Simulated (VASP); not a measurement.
Te: relaxation of cell and atoms with PBE

Te:

```
Te
1.0
     4.51716    0.00000    0.00000
    -2.25858    3.91198    0.00000
     0.00000    0.00000    5.96003
Te
3
Direct
  0.26837 0.00000 0.33333
  0.00000 0.26837 0.66667
  0.73163 0.73163 0.00000
```

```yaml
Program: VASP 6.6.1
Task: relaxation of cell and atoms
Functional: PBE
Potentials_or_basis: VASP PAW PBE potentials, release 64 (Te)
Cutoff: 600 eV
k_mesh: 9 × 9 × 5
Occupations: gaussian, width 0.03 eV
Spin: no spin polarisation
Further_INCAR_settings: ALGO = Normal; EDIFF = 1e-07; IBRION = 2; EDIFFG = -0.005; NSW = 90; ISIF = 3
```

```
Relaxed volume                         : 35.08 Å³/atom
Relaxed cell                           : a = 4.517 Å, b = 4.517 Å, c = 5.957 Å, α = 90.00°, β = 90.00°, γ = 120.00°
Space group after relaxing (to 0.05 Å) : P3_121 (No. 152)
Energy gained by relaxing              : 0.0 meV/atom
Ionic steps                            : 4
Pressure after relaxing                : 0.0 GPa
Largest force after relaxing           : 0.005 eV/Å
Band gap on the k mesh                 : 0.56 eV, indirect (least direct gap 0.68 eV)
```

Forces in eV/Å, atoms in the order of the input:
```
Te   0.005  0.000  0.000
Te  -0.002  0.004  0.000
Te  -0.002 -0.004  0.000
```

Final structure:
```xyz
3
Lattice="4.5168 0.0000 0.0000 -2.2584 3.9117 0.0000 0.0000 0.0000 5.9567" Properties=species:S:1:pos:R:3 pbc="T T T"
Te    1.2129    0.0000    1.9856
Te   -0.6064    1.0504    3.9711
Te    1.6520    2.8613    5.9567
```

Levels at points of the mesh, in eV from the valence-band top:
```tsv
k point	band 7	band 8	band 9	band 10	band 11	band 12
(0.00, 0.00, 0.00)	-1.52	-1.52	-0.70	1.09	1.09	1.65
```

Wall time 73 s on 1 thread of Intel(R) Xeon(R) 6975P-C (Granite Rapids), on a shared host, peak memory 0.28 GiB.

Caveat: spin-orbit coupling is left out, which moves the levels of the heavy elements; an odd mesh through Γ misses points on the zone boundary, where band edges often lie.
